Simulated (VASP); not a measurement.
# Sb (P2_1/m) in VASP: notebook

The runs below take Sb through relaxation of cell and atoms, with LDA.

All numbers are computed with VASP 6.6.1; they aren't measurements. Logs are shortened: lines on timing, memory, paths and dates and some standing lists are left out, and cuts for length are marked.

## (1) The crystal as given

It takes space group P2_1/m (No. 11, monoclinic). The conventional cell has a = 3.122 Å, b = 4.348 Å, c = 4.406 Å, α = 90.00°, β = 90.51°, γ = 90.00°. Around Sb (site symmetry m) lie 6 Sb at 3.04 to 3.15 Å.

This isn't the form of Sb at room conditions, which is rhombohedral.

## (2) Relaxation of cell and atoms, LDA, target pressure 5 GPa, at which the enthalpy is minimised

The input, INCAR:

```
PREC     = Accurate       # precision mode
ENCUT    = 600            # plane-wave cutoff, eV
EDIFF    = 1E-6           # SCF threshold, eV
ISMEAR   = -1             # smearing method
SIGMA    = 0.05           # smearing width, eV
LREAL    = F              # projectors in reciprocal space
LASPH    = T              # aspherical terms in the spheres
NELM     = 100            # most SCF steps
ALGO     = Normal         # electronic algorithm
ISIF     = 3              # what is computed and relaxed
LWAVE    = F              # write WAVECAR
LCHARG   = F              # write CHGCAR
IBRION   = 2              # ionic algorithm
NSW      = 40             # ionic steps
EDIFFG   = -0.01          # ionic threshold
PSTRESS  = 50
```

The input, KPOINTS:

```
regular mesh
0
Gamma
  9 6 6
```

The input, POSCAR:

```
Sb
1.0
    3.1224020000      0.0000000000      0.0000000000
    0.0000000000      4.3475180000      0.0000000000
   -0.0389150000      0.0000000000      4.4058520000
Sb
2
Direct
    0.0113890000      0.2500000000      0.2411660000
    0.9886110000      0.7500000000      0.7588340000
```

Potentials or basis: VASP PAW LDA potentials, release 64 (Sb).

Launch:

```sh
$ cat potpaw_LDA.64/Sb/POTCAR > POTCAR
$ mpirun -np 1 vasp_std > vasp.out
```

OUTCAR:

```text
PREC = Accurate
   ENCUT = 600
   EDIFF = 1E-6
   ISMEAR = -1
   LREAL = F
   LASPH = T
   NELM = 100
   ISIF = 3
   IBRION = 2
   NSW = 40
   EDIFFG = -0.01
   PSTRESS = 50

 ion  position               nearest neighbor table
   1  0.011  0.250  0.241-   2 3.04   2 3.04   2 3.15   2 3.15
   2  0.989  0.750  0.759-   1 3.04   1 3.04   1 3.15   1 3.15

  LATTYP: Found a simple monoclinic cell.
 ALAT       =     3.1224020000
 B/A-ratio  =     1.3923633152
 C/A-ratio  =     1.4111007668
 COS(beta)  =    -0.0088322263

  Lattice vectors:

 A1 = (   3.1224020000,   0.0000000000,   0.0000000000)
 A2 = (   0.0000000000,   4.3475180000,   0.0000000000)
 A3 = (  -0.0389150000,   0.0000000000,   4.4058520000)

Analysis of symmetry for initial positions (statically):
=====================================================================
 Subroutine PRICEL returns:
 Original cell was already a primitive cell.

 Routine SETGRP: Setting up the symmetry group for a
 simple monoclinic supercell.

 Subroutine GETGRP returns: Found  4 space group operations
 (whereof  2 operations were pure point group operations)
 out of a pool of  4 trial point group operations.

The static configuration has the point symmetry S_2 .
 The point group associated with its full space group is C_2h.

Analysis of symmetry for dynamics (positions and initial velocities):
=====================================================================
 Subroutine PRICEL returns:
 Original cell was already a primitive cell.

 Routine SETGRP: Setting up the symmetry group for a
 simple monoclinic supercell.

 Subroutine GETGRP returns: Found  4 space group operations
 (whereof  2 operations were pure point group operations)
 out of a pool of  4 trial point group operations.

The dynamic configuration has the point symmetry S_2 .
 The point group associated with its full space group is C_2h.

 Subroutine INISYM returns: Found  4 space group operations
 (whereof  2 operations are pure point group operations),
 and found     1 'primitive' translations

----------------------------------------------------------------------------------------

                                     Primitive cell

  volume of cell :      59.8081

  direct lattice vectors                    reciprocal lattice vectors
     3.122402000  0.000000000  0.000000000     0.320266257  0.000000000  0.002828774
     0.000000000  4.347518000  0.000000000     0.000000000  0.230016299  0.000000000
    -0.038915000  0.000000000  4.405852000     0.000000000  0.000000000  0.226970856

  length of vectors
     3.122402000  4.347518000  4.406023856     0.320278749  0.230016299  0.226970856

  position of ions in fractional coordinates (direct lattice)
     0.011389000  0.250000000  0.241166000
     0.988611000  0.750000000  0.758834000

  ion indices of the primitive-cell ions
   primitive index   ion index
                 1           1
                 2           2

----------------------------------------------------------------------------------------

 KPOINTS: regular mesh

Automatic generation of k-mesh.
 Grid dimensions read from file:
 generate k-points for:    9    6    6

 Generating k-lattice:

  Cartesian coordinates                     Fractional coordinates (reciprocal lattice)
     0.035585140  0.000000000  0.000314308     0.111111111  0.000000000  0.000000000
     0.000000000  0.038336050  0.000000000     0.000000000  0.166666667  0.000000000
     0.000000000  0.000000000  0.037828476     0.000000000  0.000000000  0.166666667

  Length of vectors
     0.035586528  0.038336050  0.037828476

  Shift w.r.t. Gamma in fractional coordinates (k-lattice)
     0.000000000  0.000000000  0.000000000

 Subroutine IBZKPT returns following result:
 ===========================================

 Found    112 irreducible k-points:

 Following reciprocal coordinates:
            Coordinates               Weight
  0.000000  0.000000  0.000000      1.000000
  0.111111  0.000000  0.000000      2.000000
  0.222222  0.000000  0.000000      2.000000
  0.333333  0.000000  0.000000      2.000000
  0.444444  0.000000  0.000000      2.000000
  0.000000  0.166667  0.000000      2.000000
[... 16 lines left out ...]
  0.222222  0.000000  0.166667      2.000000
  0.333333  0.000000  0.166667      2.000000
 [... further k-points ...]
   k-points           NKPTS =    112   k-points in BZ     NKDIM =    112   number of bands    NBANDS=      9
   number of dos      NEDOS =    301   number of ions     NIONS =      2
   total plane-waves  NPLWV =  36288
   dimension x,y,z NGX =    28 NGY =   36 NGZ =   36
   dimension x,y,z NGXF=    56 NGYF=   72 NGZF=   72
   ions per type =               2
   NGX,Y,Z   is equivalent  to a cutoff of  14.91, 13.77, 13.58 a.u.
   NGXF,Y,Z  is equivalent  to a cutoff of  29.82, 27.53, 27.17 a.u.
 SYSTEM =  unknown system
   PREC   = accura    normal or accurate (medium, high low for compatibility)
   ISTART =      0    job   : 0-new  1-cont  2-samecut
   ICHARG =      2    charge: 1-file 2-atom 10-const
   ISPIN  =      1    spin polarized calculation?
   LNONCOLLINEAR =      F non collinear calculations
   LSORBIT =      F    spin-orbit coupling
   LASPH  =      T    aspherical Exc in radial PAW
   ENCUT  =  600.0 eV  44.10 Ry    6.64 a.u.   6.24  8.68  8.80*2*pi/ulx,y,z
   NELM   =    100;   NELMIN=  2; NELMDL= -5     # of ELM steps
   EDIFF  = 0.1E-05   stopping-criterion for ELM
   LREAL  =      F    real-space projection
   EDIFFG = -.1E-01   stopping-criterion for IOM
   NSW    =     40    number of steps for IOM
   IBRION =      2    ionic relax: 0-MD 1-quasi-New 2-CG
   NFREE  =      1    steps in history (QN), initial steepest desc. (CG)
   ISIF   =      3    stress and relaxation
   ISYM   =      2    0-nonsym 1-usesym 2-fastsym
   POTIM  = 0.5000    time-step for ionic-motion
   TEBEG  =    0.0;   TEEND  =   0.0 temperature during run
   PSTRESS=   50.0 pullay stress
   NELECT =      10.0000    total number of electrons
   NUPDOWN=      -1.0000    fix difference up-down
   EMIN   =  10.00;   EMAX   =-10.00  energy-range for DOS
   EFERMI =   0.00;   METHOD = LEGACY
   ISMEAR =    -1;   SIGMA  =   0.05  broadening in eV -4-tet -1-fermi 0-gaus
   EFERMI_NEDOS =   21; number of points for ismear=-14 and -15
   IALGO  =     38    algorithm
   IMIX   =      4    mixing-type and parameters
     AMIX     =   0.40;   BMIX     =  1.00
     AMIX_MAG =   1.60;   BMIX_MAG =  1.00
  volume/ion in A,a.u.               =      29.90       201.80
  Fermi-wavevector in a.u.,A,eV,Ry     =   0.901893  1.704330 11.067117  0.813410
  Thomas-Fermi vector in A             =   2.025029
   LORBIT       =      0    0 simple, 1 ext, 2 COOP (PROOUT), +10 PAW based schemes
   GGA     = CA    functional components
   LHFCALC =     F    Hartree Fock is set to
   AEXX    =    0.0000 exact exchange contribution
   IVDW    =     0    specifies the selected vdW correction
   LEPSILON=     F    determine dielectric tensor
   LRPA    =     F    only Hartree local field effects (RPA)
 conjugate gradient relaxation of ions
 non-spin polarized calculation
  energy-cutoff  :      600.00
  volume of cell :       59.81
 maximum number of plane-waves:      2017
 NGX is ok and might be reduce to    28
   NGX = 13   NGY = 17   NGZ = 17

--------------------------------------- Ionic step        1  -------------------------------------------

 number of electron      10.0000000 magnetization

 Free energy of the ion-electron system (eV)
  ---------------------------------------------------
  ext. energy  EPLUGINS =         0.00000000
  ---------------------------------------------------
  free energy    TOTEN  =        -9.53271467 eV

  energy without entropy =       -9.51961566  energy(sigma->0) =       -9.52616516

 E-fermi :   7.0781     XC(G=0):  -9.7914

 val. band max:        7.0734415088   @ k =   0.4444   0.3333   0.1667
 cond. band min:       7.0862019009   @ k =  -0.4444   0.0000   0.3333
 fundamental gap:      0.0127603921
 Fermi energy:         7.0781250065

 k-point     1 :       0.0000    0.0000    0.0000
  band No.  band energies     occupation
      1      -5.4316      2.00000
      2      -0.4114      2.00000
      3       3.4076      2.00000
      4       3.5389      2.00000
      5       9.1099      0.00000
      6      10.0191      0.00000
      7      10.2437      0.00000
      8      10.3790      0.00000
      9      13.6199      0.00000
[... 671 lines left out ...]
 POSITION                                       TOTAL-FORCE (eV/Angst)
 -----------------------------------------------------------------------------------
      0.02480      1.04305      1.02130        -0.022582     -0.000000      0.231504
      2.94542      3.12915      3.21249         0.022582      0.000000     -0.231504
 -----------------------------------------------------------------------------------
    total drift:                                0.000000     -0.000000     -0.000000

  FREE ENERGIE OF THE ION-ELECTRON SYSTEM (eV)
  ---------------------------------------------------
  free  energy   TOTEN  =        -9.5188531469 eV

  energy  without entropy=       -9.5078832809  energy(sigma->0) =       -9.51336821

  enthalpy is  TOTEN    =        -7.8623014823 eV   P V=        1.6565516646

[... ionic steps 4 to 18 ...]

--------------------------------------- Ionic step       19  -------------------------------------------

 number of electron      10.0000000 magnetization

------------------------ aborting loop because EDIFF is reached ----------------------------------------

  FORCE on cell =-STRESS in cart. coord.  units (eV):
  Direction    XX          YY          ZZ          XY          YZ          ZX
  --------------------------------------------------------------------------------------
  -------------------------------------------------------------------------------------
  Total        1.6784324      1.6335991      1.6310786      0.0000000      0.0000000     -0.0170436
  in kB       50.9389740     49.5783211     49.5018256      0.0000000      0.0000000     -0.5172596
  external PRESSURE =       0.0063735 kB  Pullay stress =      50.0000000 kB

 VOLUME and BASIS-vectors are now :
 -----------------------------------------------------------------------------
  energy-cutoff  :      600.00
  volume of cell :       52.79
      direct lattice vectors                 reciprocal lattice vectors
     2.980507722  0.000000000  0.017520920     0.335507640  0.000000000  0.000963915
     0.000000000  4.191978901  0.000000000     0.000000000  0.238550819  0.000000000
    -0.012139029  0.000000000  4.225202915    -0.001391271  0.000000000  0.236671027
[... 46 lines left out ...]
  FREE ENERGIE OF THE ION-ELECTRON SYSTEM (eV)
  ---------------------------------------------------
  free  energy   TOTEN  =        -9.5240800279 eV

  energy  without entropy=       -9.5146263932  energy(sigma->0) =       -9.51935321

  enthalpy is  TOTEN    =        -7.8743120548 eV   P V=        1.6497679731

--------------------------------------- Ionic step       21  -------------------------------------------

 number of electron      10.0000000 magnetization

 Free energy of the ion-electron system (eV)
  ---------------------------------------------------
  ext. energy  EPLUGINS =         0.00000000
  ---------------------------------------------------
  free energy    TOTEN  =        -9.52171985 eV

  energy without entropy =       -9.51230496  energy(sigma->0) =       -9.51701241

 E-fermi :   8.7861     XC(G=0): -10.3213

 val. band max:        8.7777629015   @ k =   0.0000   0.3333   0.0000
 cond. band min:       8.8021083968   @ k =   0.0000   0.0000   0.3333
 fundamental gap:      0.0243454954
 Fermi energy:         8.7860802966

 k-point     1 :       0.0000    0.0000    0.0000
  band No.  band energies     occupation
      1      -4.7683      2.00000
      2       1.2500      2.00000
      3       4.5234      2.00000
      4       4.5871      2.00000
      5      10.3887      0.00000
      6      12.1215      0.00000
      7      12.1974      0.00000
      8      12.2198      0.00000
      9      15.6343      0.00000
[... 298 lines left out ...]
 POSITION                                       TOTAL-FORCE (eV/Angst)
 -----------------------------------------------------------------------------------
     -0.00342      1.04914      1.05483        -0.000554     -0.000000     -0.004679
      2.96942      3.14741      3.17642         0.000554      0.000000      0.004679
 -----------------------------------------------------------------------------------
    total drift:                               -0.000000      0.000000      0.000000

  FREE ENERGIE OF THE ION-ELECTRON SYSTEM (eV)
  ---------------------------------------------------
  free  energy   TOTEN  =        -9.5217198548 eV

  energy  without entropy=       -9.5123049555  energy(sigma->0) =       -9.51701241

  enthalpy is  TOTEN    =        -7.8743597867 eV   P V=        1.6473600680

 reached required accuracy - stopping structural energy minimisation
```

Run time: 3 min. Hardware: 1 thread of Intel Xeon 6975P-C (Granite Rapids), shared host; peak memory 0.23 GiB.

What came out:

```
Free energy                                            : -9.5217 eV
Relaxed volume                                         : 26.39 Å³/atom
Relaxed cell                                           : a = 2.983 Å, b = 4.197 Å, c = 4.217 Å, α = 90.00°, β = 89.95°, γ = 90.00°
Space group after relaxing (to 0.05 Å)                 : Pm-3m (No. 221)
Energy change on relaxing (the enthalpy is what falls) : +5.5 meV/atom
Ionic steps                                            : 21
Pressure after relaxing                                : 5.0 GPa
Largest force after relaxing                           : 0.005 eV/Å
Band gap on the k mesh                                 : none (metal or under the smearing width)
```

Forces on the atoms (eV/Å):
```
Sb  -0.001  0.000 -0.005
Sb   0.001  0.000  0.005
```

Step by step:
| step | energy change (eV) | largest force (eV/Å) | pressure (GPa) | volume (Å³) |
| --- | --- | --- | --- | --- |
| 1 | 0.0000 | 0.0434 | -3.19 | 59.81 |
| 2 | 0.3759 | 0.4738 | 17.26 | 47.53 |
| 3 | 0.0139 | 0.2326 | 4.79 | 53.08 |
| 4 | 0.0178 | 0.2373 | 5.00 | 52.95 |
| 5 | 0.0158 | 0.1929 | 5.04 | 52.84 |
| 6 | 0.0167 | 0.1166 | 5.17 | 52.70 |
| 7 | 0.0182 | 0.0813 | 5.24 | 52.64 |
| 8 | 0.0068 | 0.0234 | 4.71 | 52.95 |
| 9 | 0.0064 | 0.0228 | 4.70 | 52.97 |
| 10 | 0.0176 | 0.0299 | 5.32 | 52.61 |
| 11 | 0.0118 | 0.0234 | 5.01 | 52.78 |
| 12 | 0.0116 | 0.0211 | 5.00 | 52.79 |
| 13 | 0.0113 | 0.0175 | 4.99 | 52.79 |
| 14 | 0.0107 | 0.0278 | 4.98 | 52.81 |
| 15 | 0.0109 | 0.0274 | 4.99 | 52.80 |
| 16 | 0.0115 | 0.0265 | 5.02 | 52.78 |
| 17 | 0.0129 | 0.0250 | 5.09 | 52.73 |
| 18 | 0.0120 | 0.0258 | 5.05 | 52.76 |
| 19 | 0.0110 | 0.0194 | 5.00 | 52.79 |
| 20 | 0.0086 | 0.0041 | 4.88 | 52.86 |
| 21 | 0.0110 | 0.0047 | 5.01 | 52.79 |

Final structure:
```
Sb
1.0
     2.98278    0.00000    0.01422
     0.00000    4.19655    0.00000
    -0.01678    0.00000    4.21703
Sb
2
Direct
  0.00026 0.25000 0.25014
  0.99974 0.75000 0.74986
```

Caveat: the cell is relaxed towards a set pressure, so the enthalpy falls and the energy may rise. The run has no spin-orbit coupling, so splittings on Sb are missing.

(Part 1 of 2 ends here.)
